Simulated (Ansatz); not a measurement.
A crystal relaxed with r2SCAN in the PAW code Ansatz has space group Pm-3m (No. 221) and a = 2.502 Å.

| atom | site | x | y | z |
| --- | --- | --- | --- | --- |
| Li | 1a | 0.0000 | 0.0000 | 0.0000 |
| Xx | 1b | 0.5000 | 0.5000 | 0.5000 |

r2SCAN gives an indirect gap of 1.12 eV, from R to X; the least direct gap is 4.92 eV at M. The HSE06 gap is indirect, 1.41 eV (R to X), below the direct gap of 5.27 eV at M. The PBE gap is indirect, 0.71 eV (R to X), below the direct gap of 4.22 eV at M. Meshes: r2SCAN 10×10×10, HSE06 8×8×8, PBE 10×10×10. r2SCAN's ε∞ is 4.1 in all directions.

Task: Which element is Xx?
A. H
B. Na
C. F
D. Cl

Result: A. Xx is H: LiH, CsCl type. Around Li lie 8 H at 2.17 Å; around H lie 8 Li at 2.17 Å.

All values are calculated for a non-magnetic cell, which may be hypothetical.

The meshes of the hybrids are coarse, so their gaps aren't converged to the digits shown.
